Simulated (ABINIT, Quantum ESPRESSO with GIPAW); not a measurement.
# What the valence ZORA terms do to the shieldings of KI in space group Pm-3m, part 2 of 3

How well do two plane-wave methods agree on the shieldings of KI in space group Pm-3m?

ABINIT 10.8.3 and Quantum ESPRESSO with GIPAW.

So far: Starting point; GIPAW: ground state; GIPAW: response.

## (4) Converse method: dipole on I1; PBE, zora 0, 19 Ha, 4×4×4 (shifted)

Level of this step: DFT, PBE, plane-wave PAW (JTH 2.0), scalar-relativistic datasets, non-relativistic dipole terms (zora 0), shielding from the orbital moment that a nuclear dipole induces (ABINIT).

A nuclear dipole of one atomic unit is put on one atom. The ground state with the dipole is followed by the k-derivatives of the wave functions, and the induced orbital moment, with its sign turned, is the shielding tensor applied to the dipole's direction; the site's symmetry gives the rest. The dipole breaks time reversal, so the whole zone is sampled. JTH 2.0 datasets hold the cores' Lamb term.

run.abi

```
ndtset 2
acell 3*1.0 Angstrom
rprim
  4.29119666 0.00000000 0.00000000
  0.00000000 4.29119666 0.00000000
  0.00000000 0.00000000 4.29119666
natom 2
ntypat 2
znucl 53 19
typat 1 2
xred
  0.50000000 0.50000000 0.50000000
  0.00000000 0.00000000 0.00000000
pseudos "I_PBE_JTH.xml, K_PBE_JTH.xml"
ecut 19
pawecutdg 38
pawovlp -1
kptopt 3
ngkpt 4 4 4
nshiftk 1
shiftk 0.5 0.5 0.5
nband 8
occopt 1
nsym 1
symmorphi 0
istwfk *1
chkprim 0
chksymbreak 0
chksymtnons 0
optforces 0
optstress 0
pawcpxocc 2
usexcnhat 0
paral_atom 0
paral_kgb 0
prtden 0
prteig 0
prtebands 0
prtgsr 0
natnd 1
iatnd 1
atndlist 1 0 0
tolvrs1 1d-14
nstep1 50
rfddk2 1
rfdir2 1 1 1
iscf2 -3
getwfk2 -1
orbmag2 2
tolwfr2 1d-18
nstep2 30
prtwf2 0
```

Command:

```sh
> abinit run.abi > log
```

Numbers of over 12 decimals in the logs are rounded to 6 here.

The program printed:

```text
DATASET    1 : space group P1 (#  1); Bravais aP (primitive triclinic)
[...]
Values of the parameters that define the memory need for DATASET  1.
     intxc =       0    ionmov =       0      iscf =      17    lmnmax =      13
     lnmax =       5     mgfft =      32  mpssoang =       3    mqgrid =    3001
     natom =       2  nloc_mem =       2    nspden =       1   nspinor =       1
    nsppol =       1      nsym =       1    n1xccc =       1    ntypat =       2
    occopt =       1   xclevel =       2
       mpw =        2118          nfft =       32768          nkpt =          64
 PAW method is used; the additional fine FFT grid is defined by:
   mgfftf=        48    nfftf =    110592
[...]
DATASET    2 : space group P1 (#  1); Bravais aP (primitive triclinic)
[...]
Values of the parameters that define the memory need for DATASET  2 (RF).
     intxc =       0      iscf =      -3    lmnmax =      13     lnmax =       5
     mgfft =      32  mpssoang =       3    mqgrid =    3001     natom =       2
  nloc_mem =       2    nspden =       1   nspinor =       1    nsppol =       1
      nsym =       1    n1xccc =       1    ntypat =       2    occopt =       1
   xclevel =       2
      nfft =       32768          nkpt =          64
[...]
acell      1.8897261259E+00  1.8897261259E+00  1.8897261259E+00 Bohr
              amu      1.26904470E+02  3.90983000E+01
         atndlist      1.0000000000E+00  0.0000000000E+00  0.0000000000E+00
[...]
ecut      1.90000000E+01 Hartree
           getwfk1          0
           getwfk2         -1
            iatnd        1    0
             iscf1         17
             iscf2         -3
              ixc     -101130
           jdtset        1    2
     [kpt list left out]
           kptopt           3
         kptrlatt        4    0    0      0    4    0      0    0    4
[...]
natnd           1
            natom           2
            nband           8
           ndtset           2
            ngfft          32      32      32
          ngfftdg          48      48      48
             nkpt          64
            nstep1         50
            nstep2         30
             nsym           1
           ntypat           2
        nucdipmom      1.0000000000E+00  0.0000000000E+00  0.0000000000E+00
[...]
occ      2.000000  2.000000  2.000000  2.000000  2.000000  2.000000
[...]
optforces           0
        optstress           0
           orbmag1          0
           orbmag2          2
        pawcpxocc           2
        pawecutdg      3.80000000E+01 Hartree
          pawovlp     -1.0000000000E+00
[...]
rfddk1          0
            rfddk2          1
            rprim      4.2911966600E+00  0.0000000000E+00  0.0000000000E+00
[...]
shiftk      5.00000000E-01  5.00000000E-01  5.00000000E-01
          spgroup           1
        symmorphi           0
           tolvrs1     1.00000000E-14
           tolvrs2     0.00000000E+00
           tolwfr1     0.00000000E+00
           tolwfr2     1.00000000E-18
            typat      1  2
        usexcnhat           0
           useylm           1
     [wtk list left out]
[...]
xred      5.0000000000E-01  5.0000000000E-01  5.0000000000E-01
[...]
znucl       53.00000   19.00000
[...]
dimensions: {natom: 2, nkpt: 64, mband: 8, nsppol: 1, nspinor: 1, nspden: 1, mpw: 2118, }
cutoff_energies: {ecut:  19.0, pawecutdg:  38.0, }
electrons: {nelect:   1.60000000E+01, charge:   0.00000000E+00, occopt:   1.00000000E+00, tsmear:   1.00000000E-02, }
[...]
Unit cell volume ucvol=  5.3325122E+02 bohr^3
[...]
Coarse grid specifications (used for wave-functions):
[...]
Fine grid specifications (used for densities):
[...]
1.53472171E+03                                ecore*ucvol(ha*bohr**3)
[...]
solver: {iscf: 17, nstep: 50, nline: 4, wfoptalg: 10, }
tolerances: {tolvrs: 1.00E-14, }
[...]
ETOT  1  -40.199174929276    -4.020E+01 9.350E-02 9.344E-01
 ETOT  2  -40.291597308867    -9.242E-02 2.767E-04 5.872E-01
 ETOT  3  -40.290126575417     1.471E-03 3.296E-06 2.038E-01
 ETOT  4  -40.289580413890     5.462E-04 1.619E-06 1.392E-02
 ETOT  5  -40.289576622543     3.791E-06 3.885E-06 1.177E-03
 ETOT  6  -40.289585119572    -8.497E-06 7.454E-08 6.571E-04
 ETOT  7  -40.289588049059    -2.929E-06 1.431E-07 7.008E-05
 ETOT  8  -40.289588227342    -1.783E-07 2.435E-09 1.711E-05
 ETOT  9  -40.289588278953    -5.161E-08 6.422E-10 3.234E-06
 ETOT 10  -40.289588274404     4.549E-09 2.842E-11 2.364E-07
 ETOT 11  -40.289588273252     1.152E-09 4.544E-11 8.634E-09
 ETOT 12  -40.289588273325    -7.323E-11 5.091E-12 9.711E-09
 ETOT 13  -40.289588273295     2.999E-11 2.809E-12 9.008E-10
 ETOT 14  -40.289588273293     1.968E-12 2.210E-13 3.257E-11
 ETOT 15  -40.289588273293    -3.979E-13 2.478E-14 8.470E-12
 ETOT 16  -40.289588273293     3.553E-14 8.371E-16 4.334E-13
 ETOT 17  -40.289588273293    -6.395E-14 1.831E-16 2.274E-13
[...]
----iterations are completed or convergence reached----
[...]
f-sum rule ratio=    1.0154989126E+00
 Expectation of eigenvalue derivatives (hartree) for nkpt=  64  k points:
  (in case of degenerate eigenvalues, averaged derivative)
 [levels by k-point left out]

 Nine components of 2nd-order total energy (hartree) are
 1,2,3: 0th-order hamiltonian combined with 1st-order wavefunctions
     kin0=   1.83887389E+01 eigvalue=   4.35187138E+00  local=  -1.19564555E+01  nclr dpl0=  -6.09499860E-08
 4,5,6: 1st-order hamiltonian combined with 1st and 0th-order wfs
     kin1=  -1.95089819E+01  Hartree=   0.00000000E+00     xc=   0.00000000E+00  nclr dpl1=   0.00000000E+00
 7,8,9: eventually, occupation + non-local contributions
    edocc=   0.00000000E+00     enl0=  -1.23718296E+00   enl1=   3.11036930E-01
 10: eventually, PAW "on-site" Hxc contribution: epaw1=   0.00000000E+00
 1-10 gives the relaxation energy (to be shifted if some occ is /=2.0)
   erelax=  -9.65097321E+00
 11 Contribution from 1st-order change of wavefunctions overlap
 eovl1 =  -5.20007033E-02
  No Ewald or frozen-wf contrib.: the relaxation energy is the total one
 2DEtotal=   -0.9650973211E+01 Ha. Also 2DEtotal=   -0.262616359707E+03 eV
    (  non-var. 2DEtotal :   -9.6509732103E+00 Ha)
[...]
symkpt : not enough symmetry to change the number of k points.

 Initialisation of the first-order wave-functions :
  ireadwf=   0
[...]
solver: {iscf: -3, nstep: 30, nline: 4, wfoptalg: 10, }
tolerances: {tolwfr: 1.00E-18, }
[...]
At SCF step   11   max residual=  1.00E-18 < tolwfr=  1.00E-18 =>converged.
[...]
----iterations are completed or convergence reached----
[...]
f-sum rule ratio=    1.0154987698E+00
 Expectation of eigenvalue derivatives (hartree) for nkpt=  64  k points:
  (in case of degenerate eigenvalues, averaged derivative)
 [levels by k-point left out]

 Nine components of 2nd-order total energy (hartree) are
 1,2,3: 0th-order hamiltonian combined with 1st-order wavefunctions
     kin0=   1.83887752E+01 eigvalue=   4.35187710E+00  local=  -1.19564576E+01  nclr dpl0=  -2.34957685E-07
 4,5,6: 1st-order hamiltonian combined with 1st and 0th-order wfs
     kin1=  -1.95089792E+01  Hartree=   0.00000000E+00     xc=   0.00000000E+00  nclr dpl1=   7.19656882E-10
 7,8,9: eventually, occupation + non-local contributions
    edocc=   0.00000000E+00     enl0=  -1.23721040E+00   enl1=   3.11009704E-01
 10: eventually, PAW "on-site" Hxc contribution: epaw1=   0.00000000E+00
 1-10 gives the relaxation energy (to be shifted if some occ is /=2.0)
   erelax=  -9.65098546E+00
 11 Contribution from 1st-order change of wavefunctions overlap
 eovl1 =  -5.20007101E-02
  No Ewald or frozen-wf contrib.: the relaxation energy is the total one
 2DEtotal=   -0.9650985459E+01 Ha. Also 2DEtotal=   -0.262616692979E+03 eV
    (  non-var. 2DEtotal :   -9.6509854578E+00 Ha)
[...]
symkpt : not enough symmetry to change the number of k points.

 Initialisation of the first-order wave-functions :
  ireadwf=   0
[...]
solver: {iscf: -3, nstep: 30, nline: 4, wfoptalg: 10, }
tolerances: {tolwfr: 1.00E-18, }
[...]
ETOT  2  -9.650869     -1.882E-02 2.380E-04 0.000E+00
 ETOT  3  -9.650985     -1.158E-04 5.370E-07 0.000E+00
 ETOT  4  -9.650985     -9.354E-07 1.589E-08 0.000E+00
 ETOT  5  -9.650985     -9.312E-09 1.903E-10 0.000E+00
 ETOT  6  -9.650985     -1.194E-10 3.679E-12 0.000E+00
 ETOT  7  -9.650985     -2.025E-12 1.271E-13 0.000E+00
 ETOT  8  -9.650985     -2.487E-14 1.780E-15 0.000E+00
 ETOT  9  -9.650985     -4.263E-14 8.644E-17 0.000E+00
 ETOT 10  -9.650985      1.599E-14 1.218E-18 0.000E+00
 ETOT 11  -9.650985     -3.553E-15 9.998E-19 0.000E+00

 At SCF step   11   max residual=  1.00E-18 < tolwfr=  1.00E-18 =>converged.
[...]
----iterations are completed or convergence reached----
[...]
f-sum rule ratio=    1.0154987695E+00
 Expectation of eigenvalue derivatives (hartree) for nkpt=  64  k points:
  (in case of degenerate eigenvalues, averaged derivative)
 [levels by k-point left out]

 Nine components of 2nd-order total energy (hartree) are
 1,2,3: 0th-order hamiltonian combined with 1st-order wavefunctions
     kin0=   1.83887752E+01 eigvalue=   4.35187710E+00  local=  -1.19564576E+01  nclr dpl0=  -2.34957686E-07
 4,5,6: 1st-order hamiltonian combined with 1st and 0th-order wfs
     kin1=  -1.95089792E+01  Hartree=   0.00000000E+00     xc=   0.00000000E+00  nclr dpl1=   7.19656801E-10
 7,8,9: eventually, occupation + non-local contributions
    edocc=   0.00000000E+00     enl0=  -1.23721040E+00   enl1=   3.11009706E-01
 10: eventually, PAW "on-site" Hxc contribution: epaw1=   0.00000000E+00
 1-10 gives the relaxation energy (to be shifted if some occ is /=2.0)
   erelax=  -9.65098546E+00
 11 Contribution from 1st-order change of wavefunctions overlap
 eovl1 =  -5.20007101E-02
  No Ewald or frozen-wf contrib.: the relaxation energy is the total one
 2DEtotal=   -0.9650985455E+01 Ha. Also 2DEtotal=   -0.262616692880E+03 eV
    (  non-var. 2DEtotal :   -9.6509854542E+00 Ha)
[...]
Orbital magnetic moment computed with DFPT derivative wavefunctions

 Orbital magnetic moment, Cartesian directions :
 -4.75182515E-03  2.13350536E-10 -9.95353461E-11

 Chern vector, Cartesian directions :
 -6.92338582E-06 -9.36508377E-13  4.26821255E-12

 Orbital magnetic moment, term-by-term breakdown :
     rho(1) CC :   1.64204595E-03  2.51850654E-10 -4.97615749E-10
    rho(1) VV1 :   3.72408476E-05  3.18635768E-13 -3.33971798E-11
    rho(1) VV2 :   1.37760919E-07 -1.14059268E-12 -5.57442387E-13
     rho(0) NL :   2.93099433E-04 -1.87770113E-10  5.85853245E-10
   <L_R> terms :  -1.03447024E-03  1.50091954E-10 -1.53818261E-10
 <A0.An> terms :   7.18527460E-06 -2.63475275E-18  4.19419954E-17
    Lamb terms :  -5.69706417E-03  0.00000000E+00  0.00000000E+00
 Chern vector, term-by-term breakdown :
  Ch CC :  -6.13910269E-06 -8.98899508E-13  4.12958575E-12
 Ch vv1 :  -7.84283126E-07 -3.76088698E-14  1.38626808E-13
 Ch vv2 :  -9.51257704E-24  2.06839558E-23 -3.16057800E-23
[...]
---- first-order wavefunction calculations are completed ----

 respfn : d/dk was computed, but no 2DTE, so no DDB output.

== END DATASET(S) ==

[key lines of the parts left out:]
Total energy DC (eV): -2.10036038019424E+05
```

It took 4.2 min on 1 thread of Arm Neoverse V1, shared host; peak memory 0.28 GiB.

Along the dipole the shielding is 4751.8 ppm. The Chern vector, which should vanish, has length 6.9e-06. In mesh series on salts like this, lengths over 2.5e-7 went with errors from several ppm on light ions to many hundreds on heavy ones, so the run counts as not converged.

## (5) Converse method: dipole on I1; PBE, zora 3, 19 Ha, 4×4×4 (shifted)

Against a zora 0 run on the same mesh, two-component wave functions with spin-orbit coupling and the ZORA dipole terms are switched on, to see what they add.

Changes to run.abi since step 4:

```diff
@@ -21,4 +21,6 @@
 shiftk 0.5 0.5 0.5
-nband 8
+nband 16
 occopt 1
+zora 3
+nspinor 2
 nsym 1
```

Command:

```sh
> abinit run.abi > log
```

The program printed:

```text
[... set-up and SCF cycles left out ...]

 Orbital magnetic moment computed with DFPT derivative wavefunctions

 Orbital magnetic moment, Cartesian directions :
 -4.64357872E-03 -5.14902838E-10  7.42779363E-10

 Chern vector, Cartesian directions :
 -2.01174429E-06 -2.75059283E-12  3.13794131E-12

 Orbital magnetic moment, term-by-term breakdown :
     rho(1) CC :   2.18894495E-03 -5.09490023E-10  2.99565167E-10
    rho(1) VV1 :   8.01082616E-05 -2.97333613E-12  6.07446500E-12
    rho(1) VV2 :   9.40398894E-08 -1.30852292E-13 -7.37083558E-13
     rho(0) NL :  -2.06102773E-04  5.34920916E-11  4.34202835E-10
   <L_R> terms :  -1.01678462E-03 -5.58006817E-11  3.67405772E-12
 <A0.An> terms :   7.22558864E-06 -3.63271853E-17 -7.73911942E-17
    Lamb terms :  -5.69706417E-03  0.00000000E+00  0.00000000E+00
 Chern vector, term-by-term breakdown :
  Ch CC :  -9.89017250E-07 -2.77247076E-12  3.16914214E-12
 Ch vv1 :  -1.02272704E-06  2.18779284E-14 -3.12008268E-14
 Ch vv2 :  -8.97697760E-22 -4.45384021E-23 -3.06399868E-21
[...]
---- first-order wavefunction calculations are completed ----

 respfn : d/dk was computed, but no 2DTE, so no DDB output.

== END DATASET(S) ==
```

Elapsed: 17 min, on 1 thread; peak memory 0.58 GiB.

Along the dipole the shielding is 4643.6 ppm. The Chern vector, which should vanish, has length 2.0e-06. In mesh series on salts like this, lengths over 2.5e-7 went with errors from several ppm on light ions to many hundreds on heavy ones, so the run counts as not converged.

## (6) Converse method: dipole on I1; PBE, zora 0, 11 Ha, 4×4×4 (shifted)

Against the first converse run the cutoff is lowered, to see what a cheap basis costs in accuracy.

Changes to run.abi since step 5:

```diff
@@ -14,4 +14,4 @@
 pseudos "I_PBE_JTH.xml, K_PBE_JTH.xml"
-ecut 19
-pawecutdg 38
+ecut 11
+pawecutdg 22
 pawovlp -1
@@ -21,6 +21,4 @@
 shiftk 0.5 0.5 0.5
-nband 16
+nband 8
 occopt 1
-zora 3
-nspinor 2
 nsym 1
```

Command:

```sh
> abinit run.abi > log
```

The program printed:

```text
[... set-up and SCF cycles left out ...]

 Orbital magnetic moment computed with DFPT derivative wavefunctions

 Orbital magnetic moment, Cartesian directions :
 -4.75744401E-03  3.04879502E-10 -1.03196030E-09

 Chern vector, Cartesian directions :
 -6.94617226E-06 -2.70668798E-12 -2.61656466E-12

 Orbital magnetic moment, term-by-term breakdown :
     rho(1) CC :   1.62688548E-03  1.09933769E-09 -7.06916337E-10
    rho(1) VV1 :   3.80306217E-05  3.30257950E-11 -1.11246267E-11
    rho(1) VV2 :   1.34438489E-07 -2.74186640E-12  1.30304283E-12
     rho(0) NL :   2.99861778E-04 -1.93752775E-10 -4.03430161E-12
   <L_R> terms :  -1.03247938E-03 -6.30989222E-10 -3.11188311E-10
 <A0.An> terms :   7.18723326E-06 -1.17559794E-16  2.32830475E-16
    Lamb terms :  -5.69706417E-03  0.00000000E+00  0.00000000E+00
 Chern vector, term-by-term breakdown :
  Ch CC :  -6.15065909E-06 -2.57577254E-12 -2.66231305E-12
 Ch vv1 :  -7.95513165E-07 -1.30915431E-13  4.57483888E-14
 Ch vv2 :   2.24372741E-23  4.93082035E-23  1.77131371E-23
[...]
---- first-order wavefunction calculations are completed ----

 respfn : d/dk was computed, but no 2DTE, so no DDB output.

== END DATASET(S) ==
```

Wall time 4.5 min (1 thread); peak memory 0.16 GiB.

Along the dipole the shielding is 4757.4 ppm. The Chern vector, which should vanish, has length 6.9e-06. In mesh series on salts like this, lengths over 2.5e-7 went with errors from several ppm on light ions to many hundreds on heavy ones, so the run counts as not converged.

(Continued in part 3 of 3.)

[Banner, clock, file and dataset-listing lines were taken out of the logs.]

[Logs are printed without paths, hosts, clocks, repeated set-up lines and the standing remarks that a program may print on its own settings, such as how far it seeks lower states.]

[Hosts, paths, dates, database ids (printed as entryN), source tags and the programs' standing remarks are cut or masked in the printed files.]
